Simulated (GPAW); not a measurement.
A run of GPAW 26.7.0 is set up as follows.

run.py

```python
import numpy as np
from ase.dft.bandgap import bandgap
from ase.io import read, write
from ase.units import GPa
from gpaw import GPAW, PW, setup_paths
from gpaw.spinorbit import soc_eigenstates

setup_paths.insert(0, '.')

atoms = read('Os.cif')

calc = GPAW(mode=PW(600),
            xc='GGA_X_B88+GGA_C_P86',
            kpts={'size': (8, 8, 5), 'gamma': True},
            occupations={'name': 'fermi-dirac', 'width': 0.05},
            nbands=27,
            convergence={'density': 1e-05, 'energy': 1e-05},
            maxiter=150,
            txt='gpaw.txt')
atoms.calc = calc
energy = atoms.get_potential_energy()
forces = atoms.get_forces()
stress = atoms.get_stress()
calc.write('gs.gpw')
write('result.traj', atoms)
print(f'Energy: {energy:.6f} eV')
print('Forces (eV/A):')
print(forces.round(4))
print('Stress (GPa):', (stress / GPa).round(3))
print('Fermi level:', round(calc.get_fermi_level(), 4), 'eV')
print(f'Gap: {bandgap(calc)[0]:.4f} eV, direct: {bandgap(calc, direct=True)[0]:.4f} eV')

path = atoms.cell.bandpath('GMKGALHA,LM,KH', npoints=60, eps=1e-4)
bs_calc = calc.fixed_density(kpts=path, symmetry='off', nbands=38,
                             convergence={'bands': 'CBM+6.0', 'eigenstates': 1e-6}, txt='bands.txt')
bs = bs_calc.band_structure()
bs.write('bs.json')
print(f'Gap on the path: {bandgap(bs_calc)[0]:.4f} eV')

soc = soc_eigenstates(bs_calc, theta=90, phi=0)
np.savetxt('soc_bands.dat', soc.eigenvalues(), fmt='%.4f')
mesh = soc_eigenstates('gs.gpw', theta=90, phi=0)
np.savetxt('soc_mesh.dat', mesh.eigenvalues(), fmt='%.4f')
print('Fermi level with spin-orbit coupling:', round(mesh.fermi_level, 4), 'eV')
```

Contents of Os.cif:

```cif
data_Os
_cell_length_a 2.73410000
_cell_length_b 2.73410000
_cell_length_c 4.31970000
_cell_angle_alpha 90.00000000
_cell_angle_beta 90.00000000
_cell_angle_gamma 120.00000000
_space_group_name_H-M_alt 'P6_3/mmc'
_space_group_name_Hall '-P 6c 2c'
_space_group_IT_number 194
loop_
_space_group_symop_operation_xyz
'x,y,z'
'-x,-y,-z'
'x-y,x,z+1/2'
'-x+y,-x,-z+1/2'
'-y,x-y,z'
'y,-x+y,-z'
'-x,-y,z+1/2'
'x,y,-z+1/2'
'-x+y,-x,z'
'x-y,x,-z'
'y,-x+y,z+1/2'
'-y,x-y,-z+1/2'
'-y,-x,-z+1/2'
'y,x,z+1/2'
'-x,-x+y,-z'
'x,x-y,z'
'-x+y,y,-z+1/2'
'x-y,-y,z+1/2'
'y,x,-z'
'-y,-x,z'
'x,x-y,-z+1/2'
'-x,-x+y,z+1/2'
'x-y,-y,-z'
'-x+y,y,z'
loop_
_atom_site_label
_atom_site_type_symbol
_atom_site_symmetry_multiplicity
_atom_site_Wyckoff_symbol
_atom_site_fract_x
_atom_site_fract_y
_atom_site_fract_z
_atom_site_occupancy
Os1 Os 2 c 0.6666666667 0.3333333333 0.7500000000 1
```

Potentials or basis: PAW data sets generated in the run's folder for this functional, pw.

The run is started by

```console
$ gpaw-setup -f GGA_X_B88+GGA_C_P86 Os
$ OMP_NUM_THREADS=1 python run.py
```

Problem. Estimate the pressure.

Solution. 7.2 GPa.

Problem. What does it give for the band gap along the path?

Solution. None (metal or under the smearing width).

Stress tensor (GPa, compression positive):
```
7.28 0.00 0.00
0.00 7.28 0.00
0.00 0.00 7.14
```

Caveat: spin-orbit coupling was added after a scalar SCF, so levels and gaps hold it while energy, forces, pressure and moments don't; this program's spin-orbit splittings come out too wide for heavy elements.
